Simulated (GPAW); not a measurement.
# WC (Fm-3m) in GPAW: further runs

One crystal, WC, is run at these levels: PBE; tasks: relaxation of the atoms, single point.

Program: GPAW 26.7.0. These are calculated values, not measurements. Logs are shortened: lines on timing, memory, paths and dates and some standing lists are left out, and cuts for length are marked. The log counts tension as positive stress, the text compression.

## 1. The structure

The structure is cubic, space group Fm-3m (No. 225). The conventional cell has a = 4.385 Å, b = 4.385 Å, c = 4.385 Å, α = 90.00°, β = 90.00°, γ = 90.00°. W (site symmetry m-3m) is surrounded by 6 C at 2.19 Å. Around C (site symmetry m-3m) lie 6 W at 2.19 Å.

Measurements of this composition are mostly on another form, of space group No. 187.

## 2. Relaxation of the atoms, PBE

Contents of run.py:

```python
from ase.io import read, write
from ase.optimize import BFGS
from gpaw import GPAW, PW

atoms = read('WC.xyz')

calc = GPAW(mode=PW(800),
            xc='PBE',
            kpts={'size': (10, 10, 10), 'gamma': True},
            occupations={'name': 'fermi-dirac', 'width': 0.05},
            nbands=19,
            convergence={'density': 1e-05, 'forces': 0.0001},
            maxiter=150,
            txt='gpaw.txt')
atoms.calc = calc
opt = BFGS(atoms, trajectory='relax.traj', logfile='-')
done = opt.run(fmax=0.02, steps=60)
calc.write('gs.gpw')
write('result.traj', atoms)
print('Converged:', done)
print('Cell:', atoms.cell.cellpar().round(4))
print('Volume:', round(atoms.get_volume(), 4))
print(atoms.get_scaled_positions().round(5))
```

Contents of WC.xyz:

```xyz
2
Lattice="0.0000000000 2.1926840000 2.1926840000 2.1926840000 0.0000000000 2.1926840000 2.1926840000 2.1926840000 0.0000000000" Properties=species:S:1:pos:R:3 pbc="T T T"
W      0.0000000000      0.0000000000      0.0000000000
C      2.1926840000      2.1926840000      2.1926840000
```

Potentials or basis: GPAW PAW data sets (gpaw-data 1.2.1), pw.

On the command line:

```
$ OMP_NUM_THREADS=1 python run.py
```

gpaw.txt:

```text
__  _  _
 | _ |_)|_||  |
 |__||  | ||/\| - 26.7.0

Input parameters:
  mode=PW(ecut=800.0),
  convergence={'density': 1e-05, 'forces': 0.0001},
  kpts=MonkhorstPack(size=(10, 10, 10), gamma=True),
  maxiter=150,
  nbands=19,
  occupations=Occupations(name='fermi-dirac', width=0.05),
  xc=XC(name='PBE')

Diagonalizing LCAO Hamiltonian
Converting LCAO to pw mode

              C

       W

Atoms  # Å, Bohr magnetons
|   | symbol |        x |        y |        z |    initial magnetic moments |
|---|--------|----------|----------|----------|-----------------------------|
| 0 |      W | 0.000000 | 0.000000 | 0.000000 | ( 0.0000,  0.0000,  0.0000) |
| 1 |      C | 2.192684 | 2.192684 | 2.192684 | ( 0.0000,  0.0000,  0.0000) |

Unit cell  # Å
| periodic |        x |        y |        z |  lengths |    angles |
|----------|----------|----------|----------|----------|-----------|
|      yes | 0.000000 | 2.192684 | 2.192684 | 3.100923 | 60.000000 |
|      yes | 2.192684 | 0.000000 | 2.192684 | 3.100923 | 60.000000 |
|      yes | 2.192684 | 2.192684 | 0.000000 | 3.100923 | 60.000000 |

Number of symmetries: 48
Symmetry operations  # r_c * U_cc + t_c -> r_c
|    | kind |            matrix            |
|----|------|------------------------------|
|  0 |  σ   |  1, 0, 0,  1, 0,-1,  1,-1, 0 |
|  1 |  C2  |  1, 0, 0,  1,-1, 0,  1, 0,-1 |
|  2 |  E   |  1, 0, 0,  0, 1, 0,  0, 0, 1 |
|  3 |  σ   |  1, 0, 0,  0, 0, 1,  0, 1, 0 |
|  4 |  C4  |  1, 0,-1,  1, 0, 0,  1,-1, 0 |
|  5 |  S6  |  1, 0,-1,  1,-1, 0,  1, 0, 0 |
|  6 |  σ   |  1, 0,-1,  0, 1,-1,  0, 0,-1 |
|  7 |  C3  |  1, 0,-1,  0, 0,-1,  0, 1,-1 |
|  8 |  S6  |  1,-1, 0,  1, 0, 0,  1, 0,-1 |
|  9 |  C4  |  1,-1, 0,  1, 0,-1,  1, 0, 0 |
| 10 |  C3  |  1,-1, 0,  0,-1, 1,  0,-1, 0 |
| 11 |  σ   |  1,-1, 0,  0,-1, 0,  0,-1, 1 |
| 12 |  σ   |  0, 1, 0,  1, 0, 0,  0, 0, 1 |
| 13 |  C4  |  0, 1, 0,  0, 1,-1, -1, 1, 0 |
| 14 |  C3  |  0, 1, 0,  0, 0, 1,  1, 0, 0 |
| 15 |  S6  |  0, 1, 0, -1, 1, 0,  0, 1,-1 |
| 16 |  C2  |  0, 1,-1,  1, 0,-1,  0, 0,-1 |
| 17 |  σ   |  0, 1,-1,  0, 1, 0, -1, 1, 0 |
| 18 |  S4  |  0, 1,-1,  0, 0,-1,  1, 0,-1 |
| 19 |  C4  |  0, 1,-1, -1, 1, 0,  0, 1, 0 |
| 20 |  C3  |  0, 0, 1,  1, 0, 0,  0, 1, 0 |
| 21 |  σ   |  0, 0, 1,  0, 1, 0,  1, 0, 0 |
| 22 |  S6  |  0, 0, 1,  0,-1, 1, -1, 0, 1 |
| 23 |  C4  |  0, 0, 1, -1, 0, 1,  0,-1, 1 |
| 24 |  S4  |  0, 0,-1,  1, 0,-1,  0, 1,-1 |
| 25 |  C3  |  0, 0,-1,  0, 1,-1,  1, 0,-1 |
| 26 |  C2  |  0, 0,-1,  0,-1, 0, -1, 0, 0 |
| 27 |  S6  |  0, 0,-1, -1, 0, 0,  0,-1, 0 |
| 28 |  S4  |  0,-1, 1,  1,-1, 0,  0,-1, 0 |
| 29 |  C4  |  0,-1, 1,  0, 0, 1, -1, 0, 1 |
| 30 |  C2  |  0,-1, 1,  0,-1, 0,  1,-1, 0 |
| 31 |  σ   |  0,-1, 1, -1, 0, 1,  0, 0, 1 |
| 32 |  C3  |  0,-1, 0,  1,-1, 0,  0,-1, 1 |
| 33 |  S6  |  0,-1, 0,  0, 0,-1, -1, 0, 0 |
| 34 |  S4  |  0,-1, 0,  0,-1, 1,  1,-1, 0 |
| 35 |  C2  |  0,-1, 0, -1, 0, 0,  0, 0,-1 |
| 36 |  C2  | -1, 1, 0,  0, 1, 0,  0, 1,-1 |
| 37 |  S6  | -1, 1, 0,  0, 1,-1,  0, 1, 0 |
| 38 |  S4  | -1, 1, 0, -1, 0, 1, -1, 0, 0 |
| 39 |  C3  | -1, 1, 0, -1, 0, 0, -1, 0, 1 |
| 40 |  S6  | -1, 0, 1,  0, 0, 1,  0,-1, 1 |
| 41 |  C2  | -1, 0, 1,  0,-1, 1,  0, 0, 1 |
| 42 |  C3  | -1, 0, 1, -1, 1, 0, -1, 0, 0 |
| 43 |  S4  | -1, 0, 1, -1, 0, 0, -1, 1, 0 |
| 44 |  C2  | -1, 0, 0,  0, 0,-1,  0,-1, 0 |
| 45 |  i   | -1, 0, 0,  0,-1, 0,  0, 0,-1 |
| 46 |  σ   | -1, 0, 0, -1, 1, 0, -1, 0, 1 |
| 47 |  C2  | -1, 0, 0, -1, 0, 1, -1, 1, 0 |

BZ-sampling:
  Number of BZ points: 1000
  Number of IBZ points: 47

  Monkhorst-Pack size: [10, 10, 10]
  Monkhorst-Pack shift: [0.05, 0.05, 0.05]

K-points  # in reciprocal-cell coordinates
|     |                                coordinates |     weight |
|-----|--------------------------------------------|------------|
|   0 | (  0.00000000,   0.00000000,   0.00000000) | 0.00100000 |
|   1 | (  0.10000000,   0.10000000,   0.00000000) | 0.00600000 |
|   2 | (  0.10000000,   0.10000000,   0.10000000) | 0.00800000 |
|   3 | (  0.20000000,   0.10000000,   0.10000000) | 0.01200000 |
|   4 | (  0.20000000,   0.20000000,   0.00000000) | 0.00600000 |
|   5 | (  0.20000000,   0.20000000,   0.10000000) | 0.02400000 |
|   6 | (  0.20000000,   0.20000000,   0.20000000) | 0.00800000 |
|   7 | (  0.30000000,   0.20000000,   0.10000000) | 0.02400000 |
|   8 | (  0.30000000,   0.20000000,   0.20000000) | 0.02400000 |
|   9 | (  0.30000000,   0.30000000,   0.00000000) | 0.00600000 |
| ... |                                            |            |
|  46 | (  0.50000000,   0.50000000,   0.50000000) | 0.00400000 |

Plane wave coefficients: 1106
Cutoff: 800.0 eV

Spin-components: 1 (collinear spins)
Bands:           19
Projectors:      11
Spin-degeneracy: 2
Datatype:        complex128

Parallelization:
  kpt:    1
  domain: 1
  band:   1

Density:
  Valence electrons: 18.0
  Components: 1
  Grid points: [21 21 21]
  Charge: 0.0  # |e|

Potential:
  Grid points: [21 21 21]

species:
  W:
    name:    Tungsten
    Z:       74.0
    valence: 14
    core:    60
    charge:  0.0  # [|e|]
    compensation charges:
      type: gauss
      rc: 0.40  # [Å]
      lmax: 2
    cutoffs:
      filter: 2.36  # [Å]
      core: 3.02  # [Å]
    projectors
    | kind |    occ | energy [eV] | rcut [Å] |
    |------|--------|-------------|----------|
    |   5s |  2.000 |     -78.830 |    1.344 |
    |   6s |  2.000 |      -5.697 |    1.344 |
    |   5p |  6.000 |     -43.233 |    1.355 |
    |   6p |  0.000 |      -1.367 |    1.355 |
    |   5d |  4.000 |      -4.494 |    1.228 |
    |    d |        |      22.717 |    1.228 |

    Using partial waves for W as LCAO basis

  C:
    name:    Carbon
    Z:       6.0
    valence: 4
    core:    2
    charge:  0.0  # [|e|]
    compensation charges:
      type: gauss
      rc: 0.20  # [Å]
      lmax: 2
    cutoffs:
      filter: 1.14  # [Å]
      core: 1.14  # [Å]
    projectors
    | kind |    occ | energy [eV] | rcut [Å] |
    |------|--------|-------------|----------|
    |   2s |  2.000 |     -13.751 |    0.635 |
    |   2p |  2.000 |      -5.284 |    0.635 |
    |    s |        |      13.461 |    0.635 |
    |    p |        |      21.927 |    0.635 |
    |    d |        |       0.000 |    0.635 |

    Using partial waves for C as LCAO basis

Reference energy: -439799.299771  # eV

eigensolver:
  PPCG
  Converge bands: occupied
  niter=2

density mixing:
  MSR1-Mixer
  Pratt-step length: 0.05
  Maximum mixing coefficient: 0.75
  Old densities: 10
  SVD Regularization: 0.005
  Good broyden scale: 1.0
  Trust region scale: 1.0
  Backstep threshold: 4.0
  History deletion threshold: 6.0
  Fourier metric: weight=20.0, sigma=0.015

occupation numbers:
  Fermi-Dirac:
    width: 0.0500  # eV

poisson solver:
  ecut: 6400.0  # eV

xc functional:
  name: PBE with 2 nearest neighbor stencil

convergence criteria:
- Maximum integral of absolute [dens]ity change: 1e-05 electrons / valence electron
- Maximum change in the atomic [forces] across last 2 cycles: 0.0001 eV/Ang OR
Maximum error relative to the maximum force is below inf
- Maximum [total energy] change in last 3 cyles: 0.0005 eV / valence electron
- Maximum integral of absolute [eigenst]ate change: 4e-08 eV^2 / valence electron
maximum number of iterations: 150

SCF iterations
|iter     | |      energy | eigst |  dens |force |
|---------|-|-------------|-------|-------|------|
|iter:   1| |  -22.101543 | +0.08 |       |      |
|iter:   2| |  -21.514121 | -2.57 | -0.89 |      |
|iter:   3| |  -20.231474 | -1.53 | -0.95 |      |
|iter:   4| |  -20.235807 | -3.36 | -1.73 |      |
|iter:   5| |  -20.244481 | -3.77 | -1.95 |      |
|iter:   6| |  -20.244404c| -5.87 | -3.08 |      |
|iter:   7| |  -20.244404c| -7.46c| -3.85 |      |
|iter:   8| |  -20.244404c| -7.86c| -4.27 |      |
|iter:   9| |  -20.244404c| -9.17c| -5.38c|      |
|iter:  10| |  -20.244404c|-10.08c| -5.94c|-24.14c|

Converged in 10 steps
Energy contributions relative to reference atoms: (reference = -439799.299771)

Energy contributions:
  Kinetic:          11.420586
  Coulomb:         -12.691355
  Zero:              0.045424
  External:          0.000000
  Xc:              -19.015808
  Entropy:          -0.006501
  Spinorbit:         0.000000
  ----------------------------
  Free energy:     -20.247655
  Extrapolated:    -20.244404

dipole moment: (-16.313610, -16.313610, -16.313610)  # |e|*Ang

Fermi level: 15.463
Eigenvalues  # (at kpt = [0.000, 0.000, 0.000])
| band index |      eig [eV] | occ [0-2] |
|------------|---------------|-----------|
|          0 |       -59.810 |     2.000 |
|        ... |               |           |
|          5 |        12.671 |     2.000 |
|          6 |        12.671 |     2.000 |
|          7 |        12.671 |     2.000 |
|          8 |        14.354 |     2.000 |
|          9 |        14.354 |     2.000 |
|         10 |        14.354 |     2.000 |
|         11 |        14.468 |     2.000 |
|         12 |        14.468 |     2.000 |
|         13 |        21.878 |     0.000 |
|         14 |        25.199 |     0.000 |
|         15 |        38.496 |     0.000 |
|         16 |        38.496 |     0.000 |
|         17 |        38.496 |     0.000 |
|         18 |        41.344 |     0.000 |

No gap
No difference between direct/indirect transitions

Forces  # eV/Ang
|        x |       y |        z |
|----------|---------|----------|
|  0.00000 | 0.00000 | -0.00000 |  # W    0
| -0.00000 | 0.00000 |  0.00000 |  # C    1

# Writing to gs.gpw (mode='')
```

It took 18 s on 1 thread of Intel Xeon Platinum 8488C (Sapphire Rapids), shared host; peak memory 0.17 GiB.

Results:

| Quantity | Value |
| --- | --- |
| Free energy | -20.2477 eV |
| Band gap on the k mesh | none (metal or under the smearing width) |

Final structure:
```
W C
1.0
     0.00000    2.19268    2.19268
     2.19268    0.00000    2.19268
     2.19268    2.19268    0.00000
W C
1 1
Direct
  0.00000 0.00000 0.00000
  0.50000 0.50000 0.50000
```

Levels at points of the mesh, in eV from the Fermi level:
| k point | band 6 | band 7 | band 8 | band 9 | band 10 | band 11 | band 12 | band 13 |
| --- | --- | --- | --- | --- | --- | --- | --- | --- |
| (0.00, 0.00, 0.00) | -2.79 | -2.79 | -2.79 | -1.11 | -1.11 | -1.11 | -1.00 | -1.00 |
| (0.50, 0.50, 0.00) | -5.80 | -5.65 | -2.55 | -2.55 | 0.82 | 2.21 | 2.21 | 5.42 |
| (0.50, 0.50, 0.50) | -9.80 | -6.61 | -6.61 | 0.99 | 0.99 | 2.28 | 4.89 | 8.72 |

Caveat: the density grid can change from cell to cell, which puts small steps into energies and stress; the relaxation stopped at its first step, so nothing moved; later steps reuse the first step's grids.

## 3. Single point, PBE

Contents of run.py:

```python
from ase.dft.bandgap import bandgap
from ase.io import read, write
from ase.units import GPa
from gpaw import GPAW, PW

atoms = read('POSCAR')

calc = GPAW(mode=PW(650),
            xc='PBE',
            kpts={'size': (8, 8, 8), 'gamma': True},
            occupations={'name': 'fermi-dirac', 'width': 0.05},
            nbands=19,
            maxiter=120,
            txt='gpaw.txt')
atoms.calc = calc
energy = atoms.get_potential_energy()
forces = atoms.get_forces()
stress = atoms.get_stress()
calc.write('gs.gpw')
write('result.traj', atoms)
print(f'Energy: {energy:.6f} eV')
print('Forces (eV/A):')
print(forces.round(4))
print('Stress (GPa):', (stress / GPa).round(3))
print('Fermi level:', round(calc.get_fermi_level(), 4), 'eV')
print(f'Gap: {bandgap(calc)[0]:.4f} eV, direct: {bandgap(calc, direct=True)[0]:.4f} eV')
```

Contents of POSCAR:

```
WC
1.0
    0.0000000000      2.1926840000      2.1926840000
    2.1926840000      0.0000000000      2.1926840000
    2.1926840000      2.1926840000      0.0000000000
W C
1 1
Direct
    0.0000000000      0.0000000000      0.0000000000
    0.5000000000      0.5000000000      0.5000000000
```

Potentials or basis: GPAW PAW data sets (gpaw-data 1.2.1), pw.

On the command line:

```
$ OMP_NUM_THREADS=1 python run.py
```

Run time: 5.5 s. Hardware: 1 thread of Intel Xeon 6975P-C (Granite Rapids), shared host; peak memory 0.15 GiB.

The run converged. Its results:

| Quantity | Value |
| --- | --- |
| Free energy | -20.2141 eV |
| Pressure | -1.2 GPa |
| Band gap on the k mesh | none (metal or under the smearing width) |

Levels at points of the mesh, in eV from the Fermi level:
| k point | band 7 | band 8 | band 9 | band 10 | band 11 | band 12 |
| --- | --- | --- | --- | --- | --- | --- |
| (0.00, 0.00, 0.00) | -2.87 | -2.87 | -1.18 | -1.18 | -1.18 | -1.07 |
| (0.50, 0.50, 0.00) | -5.72 | -2.62 | -2.62 | 0.74 | 2.14 | 2.14 |
| (0.50, 0.50, 0.50) | -6.68 | -6.68 | 0.92 | 0.92 | 2.21 | 4.82 |

Caveat: the cutoff is short for stress and forces, so pressures can be off by a GPa or more. Spin-orbit coupling is left out, which matters for the levels of W.
